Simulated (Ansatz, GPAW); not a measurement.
This is a calculation of C for Ansatz 0.2.0. 

File input.yaml:

```yaml
crystal:
  lattice:
    - [0.0, 1.78337, 1.78337]
    - [1.78337, 0.0, 1.78337]
    - [1.78337, 1.78337, 0.0]
  atoms:
    - { symbol: C, position: [0.25, 0.25, 0.25] }
    - { symbol: C, position: [0.0, 0.0, 0.0] }
hamiltonian:
  xc: lda
  pseudopotentials: { kind: paw }
kpoints:
  mp_grid: { grid: [13, 13, 13] }
scf:
  occupations: { method: gaussian, width: 0.1 }
output:
  forces: true
  stress: true
  eigenvalues: true
```

Potentials or basis: Ansatz PAW.

The run is started by

```console
$ ansatz run input.yaml --threads 1 --pin off --max-ram 3584MiB --backend cpu --events-out ev --progress --plain --runs-dir out
```

Translate it to GPAW 26.7.0 (ASE script). Potentials or basis there: the program's PAW data sets (release 1.2.1) made for this functional, cutoff 800 eV.

As run (cutoffs and basis follow the program's own potentials, and thresholds, step limits or extra output files can differ):

File run.py:

```python
from ase import Atoms
from ase.dft.bandgap import bandgap
from ase.io import write
from ase.units import GPa
from gpaw import GPAW, PW

atoms = Atoms(['C', 'C'],
              cell=[[0.0, 1.78337, 1.78337],
                    [1.78337, 0.0, 1.78337],
                    [1.78337, 1.78337, 0.0]],
              scaled_positions=[[0.25, 0.25, 0.25],
                                [0.0, 0.0, 0.0]],
              pbc=True)

calc = GPAW(mode=PW(800),
            xc='LDA',
            kpts={'size': (13, 13, 13), 'gamma': True},
            occupations={'name': 'methfessel-paxton', 'order': 0, 'width': 0.1},
            nbands=11,
            convergence={'density': 1e-05, 'energy': 1e-05},
            maxiter=150,
            txt='gpaw.txt')
atoms.calc = calc
energy = atoms.get_potential_energy()
forces = atoms.get_forces()
stress = atoms.get_stress()
calc.write('gs.gpw')
write('result.traj', atoms)
print(f'Energy: {energy:.6f} eV')
print('Forces (eV/A):')
print(forces.round(4))
print('Stress (GPa):', (stress / GPa).round(3))
print('Fermi level:', round(calc.get_fermi_level(), 4), 'eV')
print(f'Gap: {bandgap(calc)[0]:.4f} eV, direct: {bandgap(calc, direct=True)[0]:.4f} eV')
```

Potentials or basis: the program's PAW data sets (release 1.2.1) made for this functional, pw.

Launch:

```sh
$ OMP_NUM_THREADS=1 python run.py
```

Both were run:

|  | Ansatz | GPAW |
| --- | --- | --- |
| Pressure | -13.1 GPa | -13.5 GPa |

Ansatz's pressure holds a Pulay term of +1.32 GPa for its cutoff of 420 eV, which the other run lacks.

Ansatz's potentials were made for PBE.

Where Ansatz's input types no cutoff or centring, it takes its own default and a Γ-centred mesh.

The two programs' LDA may be different fits to the electron gas.

The cell lies far from this level's equilibrium.

Pressure is positive in compression.
